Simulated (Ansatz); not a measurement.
# ZrSe2: an axial (c/a) deformation path

An exercise on one series of results from a longer session: the logs are not shown, and one member is left open.

The COD entry's cell or inner coordinates are ideal or old and differ from later refinements, so a difference from it is no clean test against experiment.

Program: Ansatz 0.2.0. Level of theory: DFT LDA, scalar-relativistic, plane waves, PAW. These are calculated values, not measurements.

## The starting structure

It takes space group P-3m1 (No. 164, trigonal). The conventional cell has a = 3.798 Å, b = 3.798 Å, c = 6.192 Å, α = 90.00°, β = 90.00°, γ = 120.00°. Around Zr (site symmetry -3m) lie 6 Se at 2.68 Å. Se (site symmetry 3m) has 3 Zr at 2.68 Å as nearest neighbours.

As a file:

```cif
data_structure
_symmetry_space_group_name_H-M 'P-3m1'
_symmetry_Int_Tables_number 164
_cell_length_a 3.7980
_cell_length_b 3.7980
_cell_length_c 6.1920
_cell_angle_alpha 90.000
_cell_angle_beta 90.000
_cell_angle_gamma 120.000
_cell_volume 77.35
loop_
_atom_site_label
_atom_site_type_symbol
_atom_site_symmetry_multiplicity
_atom_site_Wyckoff_symbol
_atom_site_fract_x
_atom_site_fract_y
_atom_site_fract_z
_atom_site_occupancy
Zr1 Zr 1 a 0.00000 0.00000 0.00000 1
Se1 Se 2 d 0.33333 0.66667 0.25000 1
```

The structure comes from the Crystallography Open Database.

The first run:

The input, input.yaml:

```yaml
crystal:
  lattice:
    - [3.7979980586, 0.0, 0.0]
    - [-1.8989990293, 3.2891628022, 0.0]
    - [0.0, 0.0, 6.192]
  atoms:
    - { symbol: Zr, position: [0.0, 0.0, 0.0] }
    - { symbol: Se, position: [0.3333333333, 0.6666666667, 0.25] }
    - { symbol: Se, position: [0.6666666667, 0.3333333333, 0.75] }
basis:
  ecutwfc: 420
kpoints:
  mp_grid: { grid: [6, 6, 4] }
hamiltonian:
  xc: lda
scf:
  occupations: { method: gaussian, width: 0.1 }
output:
  forces: true
  stress: true
  eigenvalues: true
```

Started as:

```console
ansatz run input.yaml --threads 1 --pin off --max-ram 1228MiB --backend cpu --events-out ev --progress --plain --runs-dir out
```

Steps of the session up to this table: Quick check of gap, pressure and forces; At ρ = 0.850; At ρ = 1.200; ρ = 0.920; Point ρ = 1.100; Point ρ = 0.960.

One table of the session follows, with a row left open; its other results are not shown here.

| ρ | ΔE (meV/atom) | pressure (GPa) | gap on the mesh (eV) |
| --- | --- | --- | --- |
| 0.850 | 105.7 | -4.2 | 0.16 |
| 0.920 | ? | ? | ? |
| 0.960 | 13.6 | -3.4 | 0.26 |
| 1.000 | 0.0 | -3.2 | 0.30 |
| 1.100 | 10.0 | -2.9 | 0.00 |
| 1.200 | 72.7 | -3.1 | 0.00 |

Q: Estimate the row for ρ = 0.920 from the others.

Worked estimate for «ΔE (meV/atom)». A straight line through the neighbours (0.850, 105.7) and (0.960, 13.6) gives 105.7 + (13.6 − 105.7) × (0.920 − 0.850) / (0.960 − 0.850) = 47.1; a parabola fitted to 3 rows on both sides gives 37.8.

The run gave: ΔE (meV/atom): 37.7; pressure (GPa): -3.6; gap on the mesh (eV): 0.23. In «ΔE (meV/atom)» the line misses by +9.4 and the parabola by +0.1.

Limits of these values: Layers here are held mostly by dispersion, which this level lacks, so their spacing and the stiffness across them are unreliable there.
